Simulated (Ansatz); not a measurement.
Runs of Ansatz 0.2.0 on C. The structure is cubic, space group Pm-3m (No. 221). The conventional cell has a = 2.620 Å, b = 2.620 Å, c = 2.620 Å, α = 90.00°, β = 90.00°, γ = 90.00°. Around C (site symmetry 4/mmm) lie 8 C at 1.85 Å. The cell was built by a generator and needn't be a form met in nature.

```tsv
level	gap on the mesh (eV)	pressure (GPa)	relaxed volume (Å³/atom)
RPBE	none	0.0	6.27
revPBE	none	0.0	(b)
LDA	none	0.0	5.61
PBEsol	none	0.0	(a)
BLYP	none	0.0	6.75
PBE	none	0.0	6.09
```

Alike in all rows: task relaxation of cell and atoms; potentials or basis Ansatz PAW; no spin polarisation; cell relaxed; k mesh 10 × 10 × 10; cutoff (eV) 420; smearing fermi-dirac 0.05 eV.

Task: Estimate the missing entries.

Result: (a) 5.76; (b) 6.23.

Caveats: the plane-wave basis is chosen anew once the cell has moved, so the energies of steps on either side of that aren't comparable; the PAW data sets come from PBE, with cores solved anew for the run's functional, which leaves a small shift of forces and pressure (some runs); the potentials were made for another functional, which shifts forces and pressure (some runs).

A k mesh can miss the band edges.

A gap of «none» marks a metal or a gap under the smearing width.

Not every run made on this cell is shown here.
